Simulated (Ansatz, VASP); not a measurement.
One calculation of GaAs, two programs

```
Ga As
1.0
     0.00000    2.83309    2.83309
     2.83309    0.00000    2.83309
     2.83309    2.83309    0.00000
Ga As
1 1
Direct
  0.00000 0.00000 0.00000
  0.25000 0.25000 0.25000
```

Alike in both runs: task single point; functional r2SCAN; k mesh 8 × 8 × 8; no spin polarisation.

```csv
,VASP,Ansatz
version,VASP 6.6.1,Ansatz 0.2.0
potentials or method,"VASP PAW PBE potentials, release 64 (Ga_d, As)","plane waves, PAW"
plane-wave cutoff (eV),520,500
occupations,"gaussian, width 0.01 eV",fixed
valence electrons in the cell,18,28
```

|  | VASP | Ansatz | Ansatz less VASP |
| --- | --- | --- | --- |
| gap on the k mesh at the Fermi level (eV) | 0.94 | 0.96 | +0.019 |
| pressure (GPa) | 0.1 | 0.0 | -0.12 |

The two sets of potentials don't hold the same shells in valence.

Caveats: the PAW data sets were made with another functional, which shifts forces and pressure a little (VASP). r2SCAN opens gaps a little over a GGA but as a rule still falls short of measured ones. A k mesh can miss the band edges.
